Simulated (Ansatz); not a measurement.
# Relaxing CoSi

The calculation used Ansatz 0.2.0, DFT r2SCAN, scalar-relativistic, plane waves, PAW. Cutoff 500 eV, Γ-centred k mesh, Gaussian smearing, collinear spin, first started from parallel moments.

The start is a database structure of CoSi, space group Pm-3m (No. 221).

```
CELL_PARAMETERS angstrom
2.78133 0.00000 0.00000
0.00000 2.78133 0.00000
0.00000 0.00000 2.78133
ATOMIC_POSITIONS crystal
Co 0.00000 0.00000 0.00000
Si 0.50000 0.50000 0.50000
```

Steps on the 6×6×6 mesh (2 atoms). 4 of 4 steps are shown, and the free energy counts from the last. Trial steps that were taken back and renewals of the plane-wave basis can be among the rows.

```tsv
step	ΔF (meV/atom)	V (Å³/atom)	P (GPa)
1	5.3	10.76	-6.03
2	1.0	10.60	-2.70
3	-0.1	10.48	0.16
4	0.0	10.48	0.15
```

A final relaxation ran on a 20×20×20 mesh. The relaxed crystal, Pm-3m (No. 221):

```cif
data_structure
_symmetry_space_group_name_H-M 'Pm-3m'
_symmetry_Int_Tables_number 221
_cell_length_a 2.7633
_cell_length_b 2.7633
_cell_length_c 2.7633
_cell_angle_alpha 90.000
_cell_angle_beta 90.000
_cell_angle_gamma 90.000
_cell_volume 21.10
loop_
_atom_site_label
_atom_site_type_symbol
_atom_site_symmetry_multiplicity
_atom_site_Wyckoff_symbol
_atom_site_fract_x
_atom_site_fract_y
_atom_site_fract_z
_atom_site_occupancy
Co1 Co 1 a 0.00000 0.00000 0.00000 1
Si1 Si 1 b 0.50000 0.50000 0.50000 1
```

For CoSi, the volume per atom is 10.55 Å³ and the density is 6.85 g/cm³. The energy over the elements is -0.34 eV/atom and the gap on the 20×20×20 mesh is 0 eV (a metal). The net moment per atom is 0.46 μB and the largest site moment is 0.97 μB.

Formation energies are uncorrected and refer to the elements' standard structures at the same level.

The final run used a 20×20×20 mesh on its 2-atom cell and 0.10 eV smearing. For metals, differences of a few meV/atom aren't resolved. The magnetic state reached may not be the lowest.

A structure relaxed within its symmetry needn't be a true minimum.

Cost: 3 runs of about 3.2 core-minutes in all, on Intel Xeon Platinum 8259CL (Skylake/Cascade Lake) (shared hosts).